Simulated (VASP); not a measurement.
# InAs (F-43m) in VASP: a series of runs, part 2 of 2

VASP 6.6.1.

**3. Relaxation of cell and atoms, LDA**

This run uses another cell than the first one, of 27.49 Å³/atom, 0.928 times its volume.

The input, INCAR:

```
SYSTEM = InAs
  PREC = Accurate
  ENCUT = 600
  EDIFF = 1E-6
  ISMEAR = 0
  SIGMA = 0.03
  LREAL = .FALSE.
  LASPH = .TRUE.
  NELM = 80
  ALGO = Normal
  ISIF = 3
  LWAVE = .FALSE.
  LCHARG = .FALSE.
  IBRION = 2
  NSW = 90
  EDIFFG = -0.01
```

The input, KPOINTS:

```
regular mesh
0
G
  10 10 10
  0 0 0
```

The input, POSCAR:

```
InAs
1.0
    0.0000000000      3.0180000000      3.0180000000
    3.0180000000      0.0000000000      3.0180000000
    3.0180000000      3.0180000000      0.0000000000
In As
1 1
Direct
    0.0000000000      0.0000000000      0.0000000000
    0.2500000000      0.2500000000      0.2500000000
```

Potentials or basis: VASP PAW LDA potentials, release 64 (In_d, As).

Run with:

```
cat potpaw_LDA.64/In_d/POTCAR potpaw_LDA.64/As/POTCAR > POTCAR
mpirun -np 1 vasp_std > vasp.out
```

OUTCAR:

```text
SYSTEM = InAs
   PREC = Accurate
   ENCUT = 600
   EDIFF = 1E-6
   ISMEAR = 0
   LREAL = .FALSE.
   LASPH = .TRUE.
   NELM = 80
   ISIF = 3
   IBRION = 2
   NSW = 90
   EDIFFG = -0.01

 ion  position               nearest neighbor table
   1  0.000  0.000  0.000-   2 2.61   2 2.61   2 2.61   2 2.61
   2  0.250  0.250  0.250-   1 2.61   1 2.61   1 2.61   1 2.61

  LATTYP: Found a face centered cubic cell.
 ALAT       =     6.0360000000

  Lattice vectors:

 A1 = (   0.0000000000,   3.0180000000,   3.0180000000)
 A2 = (   3.0180000000,   0.0000000000,   3.0180000000)
 A3 = (   3.0180000000,   3.0180000000,   0.0000000000)

Analysis of symmetry for initial positions (statically):
=====================================================================
 Subroutine PRICEL returns:
 Original cell was already a primitive cell.

 Routine SETGRP: Setting up the symmetry group for a
 face centered cubic supercell.

 Subroutine GETGRP returns: Found 24 space group operations
 (whereof 24 operations were pure point group operations)
 out of a pool of 48 trial point group operations.

The static configuration has the point symmetry T_d .

Analysis of symmetry for dynamics (positions and initial velocities):
=====================================================================
 Subroutine PRICEL returns:
 Original cell was already a primitive cell.

 Routine SETGRP: Setting up the symmetry group for a
 face centered cubic supercell.

 Subroutine GETGRP returns: Found 24 space group operations
 (whereof 24 operations were pure point group operations)
 out of a pool of 48 trial point group operations.

The dynamic configuration has the point symmetry T_d .

 Subroutine INISYM returns: Found 24 space group operations
 (whereof 24 operations are pure point group operations),
 and found     1 'primitive' translations

[... 128 lines left out ...]
  energy-cutoff  :      600.00
  volume of cell :       54.98
 maximum number of plane-waves:      1854
 NGX is ok and might be reduce to    36
   NGX = 17   NGY = 17   NGZ = 17

--------------------------------------- Ionic step        1  -------------------------------------------

 number of electron      18.0000003 magnetization

 Free energy of the ion-electron system (eV)
  ---------------------------------------------------
  ext. energy  EPLUGINS =         0.00000000
  ---------------------------------------------------
  free energy    TOTEN  =        -9.02904070 eV

  energy without entropy =       -9.02899442  energy(sigma->0) =       -9.02901756

------------------------ aborting loop because EDIFF is reached ----------------------------------------

  FORCE on cell =-STRESS in cart. coord.  units (eV):
  Direction    XX          YY          ZZ          XY          YZ          ZX
  --------------------------------------------------------------------------------------
  -------------------------------------------------------------------------------------
  Total       -0.0425865     -0.0425865     -0.0425865      0.0000000      0.0000000      0.0000000
  in kB       -1.2410645     -1.2410645     -1.2410645      0.0000000      0.0000000      0.0000000
  external PRESSURE =      -1.2410645 kB  Pullay stress =       0.0000000 kB
[... 59 lines left out ...]
--------------------------------------- Ionic step        3  -------------------------------------------

 number of electron      18.0000003 magnetization

 Free energy of the ion-electron system (eV)
  ---------------------------------------------------
  ext. energy  EPLUGINS =         0.00000000
  ---------------------------------------------------
  free energy    TOTEN  =        -9.02908119 eV

  energy without entropy =       -9.02903491  energy(sigma->0) =       -9.02905805

 E-fermi :   4.4225     XC(G=0):  -9.4441

 val. band max:        4.4133957110   @ k =   0.0000   0.0000   0.0000
 cond. band min:       5.2368365418   @ k =   0.5000   0.0000   0.0000
 fundamental gap:      0.8234408308
 Fermi energy:         4.4225327455

 k-point     1 :       0.0000    0.0000    0.0000
  band No.  band energies     occupation
      1      -9.9607      2.00000
      2      -9.9607      2.00000
      3      -9.9607      2.00000
      4      -9.8290      2.00000
      5      -9.8290      2.00000
      6      -7.5490      2.00000
      7       4.0564      2.00000
      8       4.4134      1.33333
      9       4.4134      1.33333
     10       4.4134      1.33333
     11       8.2397      0.00000
     12       8.2397      0.00000
     13       8.2397      0.00000
[... 354 lines left out ...]
  band No.  band energies     occupation
      1     -10.1179      2.00000
      2      -9.8983      2.00000
      3      -9.8957      2.00000
      4      -9.8573      2.00000
      5      -9.8112      2.00000
      6      -6.0615      2.00000
      7      -0.6575      2.00000
      8       2.1634      2.00000
      9       2.4395      2.00000
     10       6.3265      0.00000
     11       7.1103      0.00000
     12      10.9673      0.00000
     13      11.7408      0.00000

 [... further k-points ...]
[... 5 lines left out ...]
  --------------------------------------------------------------------------------------
  -------------------------------------------------------------------------------------
  Total       -0.0055466     -0.0055466     -0.0055466      0.0000000      0.0000000      0.0000000
  in kB       -0.1619497     -0.1619497     -0.1619497      0.0000000      0.0000000      0.0000000
  external PRESSURE =      -0.1619497 kB  Pullay stress =       0.0000000 kB
[... 17 lines left out ...]
  FREE ENERGIE OF THE ION-ELECTRON SYSTEM (eV)
  ---------------------------------------------------
  free  energy   TOTEN  =        -9.0290811897 eV

  energy  without entropy=       -9.0290349110  energy(sigma->0) =       -9.02905805

 reached required accuracy - stopping structural energy minimisation
```

CONTCAR:

```text
InAs
   1.00000000000000
    -0.0000000000000000    3.0160780068144422    3.0160780068144422
     3.0160780068144422    0.0000000000000000    3.0160780068144422
     3.0160780068144422    3.0160780068144422    0.0000000000000000
  In              As
     1     1
Direct
     0.0000000000000000    0.0000000000000000    0.0000000000000000
     0.2500000000000000    0.2500000000000000    0.2500000000000000

  0.00000000E+00  0.00000000E+00  0.00000000E+00
  0.00000000E+00  0.00000000E+00  0.00000000E+00
```

It took 40 s on 1 thread of Intel Xeon Platinum 8488C (Sapphire Rapids), shared host; peak memory 0.21 GiB.

Results:

- Free energy: -9.0291 eV
- Relaxed volume: 27.44 Å³/atom
- Relaxed cell: a = 4.265 Å, b = 4.265 Å, c = 4.265 Å, α = 60.00°, β = 60.00°, γ = 60.00°
- Space group after relaxing (to 0.05 Å): F-43m (No. 216)
- Energy gained by relaxing: 0.0 meV/atom
- Ionic steps: 3
- Pressure after relaxing: 0.0 GPa
- Band gap on the k mesh: none (metal or under the smearing width)

Final structure:
```xyz
2
Lattice="0.0000 3.0161 3.0161 3.0161 0.0000 3.0161 3.0161 3.0161 0.0000" Properties=species:S:1:pos:R:3 pbc="T T T"
In    0.0000    0.0000    0.0000
As    1.5080    1.5080    1.5080
```

Levels at points of the mesh, in eV from the Fermi level:
```tsv
k point	band 5	band 6	band 7	band 8	band 9	band 10	band 11	band 12	band 13
(0.00, 0.00, 0.00)	-14.25	-11.97	-0.37	-0.01	-0.01	-0.01	3.82	3.82	3.82
(0.50, 0.00, 0.00)	-14.24	-10.47	-5.88	-1.02	-1.02	0.81	4.60	4.60	6.69
(0.50, 0.50, 0.00)	-14.23	-9.91	-5.96	-2.38	-2.38	1.40	1.95	9.04	9.18
```

Caveat: this crystal is a semiconductor, whose small gap the functional closes, so the metal is an error of the method.

**4. Relaxation of cell and atoms, LDA**

This run uses another cell than the first one, of 27.44 Å³/atom, 0.926 times its volume.

INCAR: that of step 3 with these lines changed.

```diff
@@ -3,3 +3,3 @@
   ENCUT = 600
-  EDIFF = 1E-6
+  EDIFF = 1E-7
   ISMEAR = 0
@@ -15,2 +15,2 @@
   NSW = 90
-  EDIFFG = -0.01
+  EDIFFG = -0.005
```

KPOINTS is that of step 3.

The input, POSCAR:

```
InAs                                    
1.0
   -0.0000000000      3.0160780068      3.0160780068
    3.0160780068      0.0000000000      3.0160780068
    3.0160780068      3.0160780068      0.0000000000
  In              As            
     1     1
Direct
     0.0000000000000000    0.0000000000000000    0.0000000000000000
     0.2500000000000000    0.2500000000000000    0.2500000000000000
```

Potentials or basis: VASP PAW LDA potentials, release 64 (In_d, As).

Run with:

```
cat potpaw_LDA.64/In_d/POTCAR potpaw_LDA.64/As/POTCAR > POTCAR
mpirun -np 1 vasp_std > vasp.out
```

OUTCAR:

```text
SYSTEM = InAs
   PREC = Accurate
   ENCUT = 600
   EDIFF = 1E-7
   ISMEAR = 0
   LREAL = .FALSE.
   LASPH = .TRUE.
   NELM = 80
   ISIF = 3
   IBRION = 2
   NSW = 90
   EDIFFG = -0.005

 ion  position               nearest neighbor table
   1  0.000  0.000  0.000-   2 2.61   2 2.61   2 2.61   2 2.61
   2  0.250  0.250  0.250-   1 2.61   1 2.61   1 2.61   1 2.61

  LATTYP: Found a face centered cubic cell.
 ALAT       =     6.0321560136

  Lattice vectors:

 A1 = (   0.0000000000,   3.0160780068,   3.0160780068)
 A2 = (   3.0160780068,   0.0000000000,   3.0160780068)
 A3 = (   3.0160780068,   3.0160780068,   0.0000000000)

Analysis of symmetry for initial positions (statically):
=====================================================================
 Subroutine PRICEL returns:
 Original cell was already a primitive cell.

 Routine SETGRP: Setting up the symmetry group for a
 face centered cubic supercell.

 Subroutine GETGRP returns: Found 24 space group operations
 (whereof 24 operations were pure point group operations)
 out of a pool of 48 trial point group operations.

The static configuration has the point symmetry T_d .

[... 171 lines left out ...]
  band No.  band energies     occupation
      1      -9.9590      2.00000
      2      -9.9590      2.00000
      3      -9.9590      2.00000
      4      -9.8273      2.00000
      5      -9.8273      2.00000
      6      -7.5492      2.00000
      7       4.0561      2.00000
      8       4.4132      1.33333
      9       4.4132      1.33333
     10       4.4132      1.33333
     11       8.2393      0.00000
     12       8.2393      0.00000
     13       8.2393      0.00000
[... 354 lines left out ...]
  band No.  band energies     occupation
      1     -10.1163      2.00000
      2      -9.8966      2.00000
      3      -9.8940      2.00000
      4      -9.8555      2.00000
      5      -9.8094      2.00000
      6      -6.0615      2.00000
      7      -0.6579      2.00000
      8       2.1632      2.00000
      9       2.4393      2.00000
     10       6.3264      0.00000
     11       7.1100      0.00000
     12      10.9670      0.00000
     13      11.7405      0.00000

 [... further k-points ...]
[... 5 lines left out ...]
  --------------------------------------------------------------------------------------
  -------------------------------------------------------------------------------------
  Total       -0.0018716     -0.0018716     -0.0018716     -0.0000000     -0.0000000      0.0000000
  in kB       -0.0546467     -0.0546467     -0.0546467     -0.0000000     -0.0000000      0.0000000
  external PRESSURE =      -0.0546467 kB  Pullay stress =       0.0000000 kB

 VOLUME and BASIS-vectors are now :
 -----------------------------------------------------------------------------
  energy-cutoff  :      600.00
  volume of cell :       54.87
      direct lattice vectors                 reciprocal lattice vectors
     0.000000000  3.016078007  3.016078007    -0.165778206  0.165778206  0.165778206
     3.016078007  0.000000000  3.016078007     0.165778206 -0.165778206  0.165778206
     3.016078007  3.016078007  0.000000000     0.165778206  0.165778206 -0.165778206

 POSITION                                       TOTAL-FORCE (eV/Angst)
 -----------------------------------------------------------------------------------
      0.00000      0.00000      0.00000         0.000000      0.000000     -0.000000
      1.50804      1.50804      1.50804        -0.000000     -0.000000      0.000000
 -----------------------------------------------------------------------------------
    total drift:                                0.000000      0.000000      0.000000

  FREE ENERGIE OF THE ION-ELECTRON SYSTEM (eV)
  ---------------------------------------------------
  free  energy   TOTEN  =        -9.0290702671 eV

  energy  without entropy=       -9.0290239884  energy(sigma->0) =       -9.02904713

 reached required accuracy - stopping structural energy minimisation
```

It took 24 s on 1 thread of Intel Xeon Platinum 8488C (Sapphire Rapids), shared host; peak memory 0.19 GiB.

Results:

```yaml
Free_energy: -9.0291 eV
Pressure_after_relaxing: 0.0 GPa
Band_gap_on_the_k_mesh: none (metal or under the smearing width)
```

Final structure:
```yaml
crystal:
  lattice:
    - [0.00000, 3.01608, 3.01608]
    - [3.01608, 0.00000, 3.01608]
    - [3.01608, 3.01608, 0.00000]
  atoms:
    - { symbol: In, position: [0.00000, 0.00000, 0.00000] }
    - { symbol: As, position: [0.25000, 0.25000, 0.25000] }
```

Caveat: the relaxation stopped at its first step, so nothing moved; this crystal is a semiconductor, whose small gap the functional closes, so the metal is an error of the method.

**5. Relaxation of cell and atoms, PBEsol**

This run uses another cell than the first one, of 27.49 Å³/atom, 0.928 times its volume.

The input, INCAR:

```
  ALGO = Normal
  EDIFF = 1E-6
  EDIFFG = -0.01
  ENCUT = 600
  GGA = PS
  IBRION = 2
  ISIF = 3
  ISMEAR = 0
  KPAR = 4
  LASPH = T
  LCHARG = F
  LREAL = F
  LWAVE = F
  NELM = 80
  NSW = 90
  PREC = Accurate
  SIGMA = 0.03
```

The input, KPOINTS:

```
k-points
0
Gamma
  10 10 10
```

The input, POSCAR:

```
InAs
1.0
    0.0000000000      3.0180000000      3.0180000000
    3.0180000000      0.0000000000      3.0180000000
    3.0180000000      3.0180000000      0.0000000000
In As
1 1
Direct
    0.0000000000      0.0000000000      0.0000000000
    0.2500000000      0.2500000000      0.2500000000
```

Potentials or basis: VASP PAW PBE potentials, release 64 (In_d, As).

Run with:

```
cat potpaw_PBE.64/In_d/POTCAR potpaw_PBE.64/As/POTCAR > POTCAR
mpirun -np 4 vasp_std > vasp.out
```

Wall time 19 s (4 MPI ranks of Intel Xeon 6975P-C (Granite Rapids), shared host); peak memory 0.24 GiB.

Results (log left out):

| Quantity | Value |
| --- | --- |
| Free energy | -8.4900 eV |
| Relaxed volume | 28.25 Å³/atom |
| Relaxed cell | a = 4.307 Å, b = 4.307 Å, c = 4.307 Å, α = 60.00°, β = 60.00°, γ = 60.00° |
| Space group after relaxing (to 0.05 Å) | F-43m (No. 216) |
| Energy gained by relaxing | 3.7 meV/atom |
| Ionic steps | 3 |
| Pressure after relaxing | 0.0 GPa |
| Band gap on the k mesh | none (metal or under the smearing width) |

The path:
```csv
step,energy change (eV),largest force (eV/Å),pressure (GPa),volume (Å³)
1,0.0000,0.0000,1.62,54.98
2,-0.0059,0.0000,-0.70,57.21
3,-0.0075,0.0000,0.01,56.49
```

Final structure:
```yaml
crystal:
  lattice:
    - [0.00000, 3.04545, 3.04545]
    - [3.04545, 0.00000, 3.04545]
    - [3.04545, 3.04545, 0.00000]
  atoms:
    - { symbol: In, position: [0.00000, 0.00000, 0.00000] }
    - { symbol: As, position: [0.25000, 0.25000, 0.25000] }
```

Levels at points of the mesh, in eV from the Fermi level:
```
           k point  band 6  band 7  band 8  band 9  band 10  band 11  band 12  band 13
(0.00, 0.00, 0.00)  -11.76   -0.40   -0.01   -0.01    -0.01     3.84     3.84     3.84
(0.50, 0.00, 0.00)  -10.34   -5.71   -0.97   -0.97     0.82     4.60     4.60     6.68
(0.50, 0.50, 0.00)   -9.82   -5.80   -2.28   -2.28     1.47     1.97     8.93     9.06
```

Caveat: the PAW data sets were made with another functional, which shifts forces and pressure a little; this crystal is a semiconductor, whose small gap the functional closes, so the metal is an error of the method.

**6. Summary**

```csv
level,potentials or basis,gap on the mesh (eV),pressure (GPa)
PBE,"VASP PAW PBE potentials, release 64 (In_d, As)",none,0.0
LDA,"VASP PAW LDA potentials, release 64 (In_d, As)",none,0.0
PBEsol,"VASP PAW PBE potentials, release 64 (In_d, As)",none,0.0
```

Alike in all rows: task relaxation of cell and atoms; no spin polarisation; cell relaxed; k mesh 10 × 10 × 10; cutoff (eV) 600; smearing gaussian 0.03 eV.

Caveats: this crystal is a semiconductor, whose small gap the functional closes, so the metal is an error of the method; the relaxation stopped at its first step, so nothing moved (some runs); the PAW data sets were made with another functional, which shifts forces and pressure a little (some runs).

Absolute energies hang on the potentials; compare differences alone.
